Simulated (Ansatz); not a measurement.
Runs of Ansatz 0.2.0 on ZrB2. Symmetry: P6/mmm, No. 191, hexagonal system. Conventional cell: a = 3.170 Å, b = 3.170 Å, c = 3.533 Å, α = 90.00°, β = 90.00°, γ = 120.00°. Zr (site symmetry 6/mmm) has 12 B at 2.54 Å as nearest neighbours. B (site symmetry -6m2) has 3 B at 1.83 Å as nearest neighbours. 

| task | level | cutoff (eV) | points for each segment of the path | share of exact exchange | gap on the mesh (eV) | pressure (GPa) |
| --- | --- | --- | --- | --- | --- | --- |
| band structure | RPBE | 420 | 14 | - | none | (a) |
| single point | HSE06 form with a typed share of exact exchange | 420 | - | 0.1 | none | -0.3 |
| single point | PBE0 | 420 | - | - | none | (b) |
| band structure | LDA | 420 | 14 | - | none | -8.6 |
| band structure | r2SCAN | 500 | 14 | - | none | 1.0 |

Alike in all rows: potentials or basis Ansatz PAW; no spin polarisation; cell as given; k mesh 6 × 6 × 4; smearing fermi-dirac 0.05 eV; the mesh is coarse, so values aren't converged.

Q: Estimate the missing entries.

A: (a) 4.6; (b) -2.2.

Caveats: all runs use coarse meshes; the PAW data sets come from PBE, with cores solved anew for the run's functional, which leaves a small shift of forces and pressure; the thresholds are loose for stress (some runs).

A k mesh can miss the band edges, and the runs leave out spin-orbit coupling on Zr.

A gap of «none» marks a metal or a gap under the smearing width.

Runs at the PBE level aren't shown here.
